The last row looks wrong. Going from 14.149 to 14.683 Å³ per atom stretches the crystal by nearly 4 %, yet the pressure only moves from −3.09 to −3.44 GPa. A negative pressure means that the crystal has to be pulled to hold that volume, and here the pull has almost stopped growing.

BaTiO3 (space group P4mm, 5 atoms per cell) at a series of volumes, cell shape and atoms relaxed at each. Ansatz 0.2.0, PBE, plane-wave PAW, scalar-relativistic, no spin polarisation; cutoff 420 eV, Gamma-centred 8×8×8 k mesh, Gaussian smearing of 0.02 eV. Energies count from the minimum of a third-order Birch-Murnaghan fit; positive pressure means compression.

```
volume per atom (Å³/atom)  energy over minimum (meV/atom)  pressure (GPa)  band gap on mesh (eV)
                   11.746                            82.5           20.48                  1.994
                   12.147                            41.2           12.96                  1.937
                   12.547                            16.2            7.37                  1.896
                   12.948                             3.4            3.15                  1.866
                   13.348                            -0.3            0.00                  1.844
                   13.749                             2.5           -2.06                  1.837
                   14.149                             9.1           -3.09                  1.851
                   14.683                            19.8           -3.44                  1.894
```

The flat end is not a faulty pressure. The slope of the energy between the last two rows gives −3.21 GPa on its own, close to the −3.27 GPa that the two printed pressures average. What has changed is the stiffness. The bulk modulus, which is the pressure needed per fractional change of volume, is about 224 GPa between the first two rows and about 9 GPa between the last two.

The likely reason lies in the titanium atom. It sits in a cage of six oxygen atoms, and two tendencies compete there: short-range repulsion keeps it in the centre, while electric forces and bonding to oxygen draw it to one side. When the cage widens, the repulsion fades fastest, so the atom moves off centre and the cell grows longer along that direction. The crystal then meets part of the expansion by changing its inner arrangement instead of stretching every bond, and it feels soft.

The computed cell shapes agree with this picture as far as they are known. The ratio c/a of the long edge to the short one is 1.000 in the first row, where the crystal is practically cubic. It grows at every step and reaches 1.054 in the relaxed cell at 13.348 Å³ per atom. In that relaxed cell titanium does sit off centre: along the long edge, one oxygen atom is clearly nearer to it than the opposite one. The shapes of the three more stretched rows are not available.

To size the break, the last rows need a smooth curve to be held against. In many solids the bulk modulus changes in nearly constant proportion to the pressure, which leads to the Murnaghan form

P = P₁ + A [(V₁/V)ˢ − 1]

Here P is the pressure, V the volume per atom, and P₁ and V₁ are their values in the first row. The exponent s is the change of bulk modulus per change of pressure, and A sets the overall stiffness. Both were fitted to the first five rows, from the most compressed to the relaxed cell, and the curve meets these within 0.02 GPa with s close to 8.

The last row, which was not part of the fit, shows the size of the break. Its volume ratio V₁/V is 11.746/14.683 = 0.800, and the eighth power of that is 0.168. With A = 32 GPa the curve gives

P = 20.5 + 32 × (0.168 − 1) = −6.1 GPa

The table has −3.4 GPa, so the crystal pulls back with 2.7 GPa less than the smooth curve demands. The rows at 13.749 and 14.149 Å³ per atom break away in the same direction, by 0.4 and 1.2 GPa. These three rows are the ones that leave the pattern, and the printed analysis after this text gives the misses row by row.

The first five rows are smooth, but they are not ordinary. In many solids s is roughly 4 to 5, so a value near 8 means that this crystal loses stiffness unusually fast even before it is stretched beyond its relaxed volume. The off-centre shift can account for that too. Let q be the displacement of titanium against oxygen, and write the energy as

E = E₀(V) − ½ a(V) q² + ¼ b q⁴

The first term is the crystal with titanium held in the centre. The second is the gain from moving off centre, and its strength a grows with volume because the repulsion fades. The third, with b taken as constant, stops the displacement from growing without limit. Pressure is minus the slope of energy with volume, and since q has settled at its best value, only the direct dependence on volume counts:

P = P₀(V) + ½ a′(V) q²

P₀ is the pressure of the centred crystal and a′ the rate at which a grows with volume. The added term is positive: it pushes outward, and more strongly as q grows. It therefore offsets part of the fall in pressure during expansion, which is what softness means.

This argument can be held against the shapes. Moving titanium up or down lengthens the cell equally, so to lowest order c/a − 1 also grows as q². As long as a′ changes little with volume, the extra pressure should then be proportional to c/a − 1. A curve with an ordinary exponent of 4.5 plus such a term, again with two fitted numbers, meets the first five rows within 0.06 GPa. It puts the extra pressure in the relaxed cell at about 3.5 GPa; other reasonable choices of the centred curve lower this to 2.5 GPa.

That agreement supports the mechanism but does not prove it. The energy model is also rough: with a′ and b both constant, equal steps in volume would add equal amounts to c/a once the distortion has begun, yet the last three steps up to the relaxed cell add 1.1, 1.7 and 2.2 percentage points. The smooth curve with s near 8 fits the same five pressures even better, so the pressures alone cannot tell an odd but constant exponent from a growing distortion. The case for the distortion rests on the growth of c/a and on the failure of the constant exponent once the crystal is stretched. That the distortion grows further in the last three rows is an inference.

The size of the effect should not be carried over to a real sample unchanged. The PBE functional is known to exaggerate the elongation of this crystal; in measurements the long edge exceeds the short one by only about 1 %. The calculation also keeps the tetragonal symmetry, whereas the stable phase at low temperature is rhombohedral. The softening may therefore be weaker in reality, or set in at another volume.

The band gap has a turning point of its own. It falls by 0.16 eV from the first row to 13.749 Å³ per atom and then rises by 0.06 eV. It is tempting to blame the titanium shift, which mixes some empty titanium states with filled oxygen states and pushes the two apart. But in the relaxed cell the lowest empty state is one that repeats identically from cell to cell. It is expected to be the titanium d orbital that lies flat across the direction of the shift, and symmetry keeps that state from mixing with the oxygen p states. The shift could still widen the gap by pushing the filled oxygen states down, so the cause of the upturn stays open.

For practical work, a close fit to the energies is no proof that one set of elastic constants describes the material. The usual Birch-Murnaghan curve through all eight rows follows the energies to about 0.3 meV per atom, which is also why the relaxed cell appears at −0.3 meV. Yet its pressure derivative of 12.8 describes only the surroundings of the relaxed cell, where the neighbouring rows give about 13. On the compressed side the rows give about 8, and at the stretched end 38. When a fit returns so high a derivative, look at how the cell shape changes along the curve before using its bulk modulus.

Output of the analysis:

```
fit of dP on 5 rows (volume < 13.5): coefficient of ratio**s - 1 32 +/- 0.013, s 7.996; rms 0.0094, worst 12.948 0.0154, leave-one-out rms 0.0224
  rows outside the fit (model, value, miss): 13.749 -22.91, -22.54, -0.371; 14.149 -24.77, -23.57, -1.2; 14.683 -26.62, -23.92, -2.7
fit of dP on 5 rows (volume < 13.5): coefficient of h 247 +/- 1.1, coefficient of strain 65.44 +/- 2.5; rms 0.0356, worst 12.147 0.0567, leave-one-out rms 0.0979
  rows outside the fit (model, value, miss): 13.749 -27.87, -22.54, -5.33; 14.149 -31.14, -23.57, -7.57; 14.683 -34.79, -23.92, -10.9
Stiffness and extra pressure:
     row  bulk modulus from row above GPa  its rate per GPa  above smooth curve GPa  c/a-1 in % (last three unknown)  extra pressure GPa  extra with rate 4 GPa  extra with rate 5 GPa
  11.746                              n/a               n/a                       0                                0                   0                      0                      0
  12.147                              224               n/a                 0.01223                           0.3566              0.1766                      0              8.882e-16
  12.547                            172.5             7.854                0.005477                            1.492              0.9899                 0.7704                 0.5639
  12.948                            134.2             7.828                 -0.0154                            3.222               2.155                  1.986                  1.437
  13.348                            103.5             8.307                0.005008                            5.445               3.536                   3.48                  2.507
  13.749                             69.6             13.03                   0.371                                0               5.327                  5.427                   3.98
  14.149                            35.92              21.8                   1.203                                0               7.569                  7.852                  5.908
  14.683                            9.449             38.36                   2.705                                0               10.87                  11.42                  8.803
Largest gap between Birch-Murnaghan and computed pressure, GPa: 0.3749
Pressure from the energy slope between the last two rows, GPa: -3.21
Mean computed pressure of the last two rows, GPa: -3.265
Fall of the band gap from the first row to its lowest value, eV: 0.157
Rise of the band gap from its lowest value to the last row, eV: 0.057
```
